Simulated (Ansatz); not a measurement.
## GaN: relaxation of cell and atoms with PBE+D4

GaN:

```
Ga N
1.0
     3.18000    0.00000    0.00000
    -1.59000    2.75396    0.00000
     0.00000    0.00000    5.16600
Ga N
2 2
Direct
  0.66667 0.33333 0.50000
  0.33333 0.66667 0.00000
  0.66667 0.33333 0.87500
  0.33333 0.66667 0.37500
```

```
Program             : Ansatz 0.2.0
Task                : relaxation of cell and atoms
Functional          : PBE
Dispersion          : D4
Potentials or basis : Ansatz PAW
Cutoff              : 420 eV (not typed: the program's choice for these potentials)
k mesh              : 10 × 10 × 5
Occupations         : fermi-dirac, width 0.05 eV
Spin                : no spin polarisation
```

The relaxed volume is 11.40 Å³/atom. The relaxed cell is a = 3.185 Å, b = 3.185 Å, c = 5.190 Å, α = 90.00°, β = 90.00°, γ = 120.00°. The space group after relaxing (to 0.05 Å) is P6_3mc (No. 186). The energy gained by relaxing is 0.8 meV/atom. The ionic steps are 7. The pressure after relaxing is 0.0 GPa and the band gap on the k mesh is 1.92 eV, direct.

The path:
| step | energy change (eV) | largest force (eV/Å) | volume (Å³) |
| --- | --- | --- | --- |
| 1 | 0.0000 | 0.1364 | 45.24 |
| 2 | -0.0016 | 0.0966 | 45.45 |
| 3 | -0.0020 | 0.0367 | 45.61 |
| 4 | -0.0022 | 0.0009 | 45.58 |
| 5 | -0.0034 | 0.0007 | 45.58 |
| 6 | -0.0033 | 0.0000 | 45.59 |
| 7 | -0.0034 | 0.0000 | 45.59 |

Final structure:
```
Ga N
1.0
     3.18507    0.00000    0.00000
    -1.59254    2.75836    0.00000
     0.00000    0.00000    5.18970
Ga N
2 2
Direct
  0.66667 0.33333 0.49919
  0.33333 0.66667 0.99919
  0.66667 0.33333 0.87581
  0.33333 0.66667 0.37581
```

Levels at points of the mesh, in eV from the valence-band top:
```csv
k point,band 16,band 17,band 18,band 19,band 20,band 21
"(0.00, 0.00, 0.00)",-0.04,0.00,0.00,1.92,4.27,9.20
"(0.00, -0.50, 0.00)",-2.74,-2.21,-1.00,5.08,5.57,6.05
```

It took 16 s on 2 threads of Intel(R) Xeon(R) Platinum 8488C (Sapphire Rapids) (shared host), peak memory 0.45 GiB.

Caveat: odd divisions of the mesh miss points on the zone boundary, where band edges often lie, so the gap on the mesh can be too wide; the plane-wave basis is chosen anew once the cell has moved, so the energies of steps on either side of that aren't comparable; the pressure holds a Pulay correction of +0.5 GPa for the finite cutoff. PBE gaps usually lie below the measured ones, often by a third to a half.
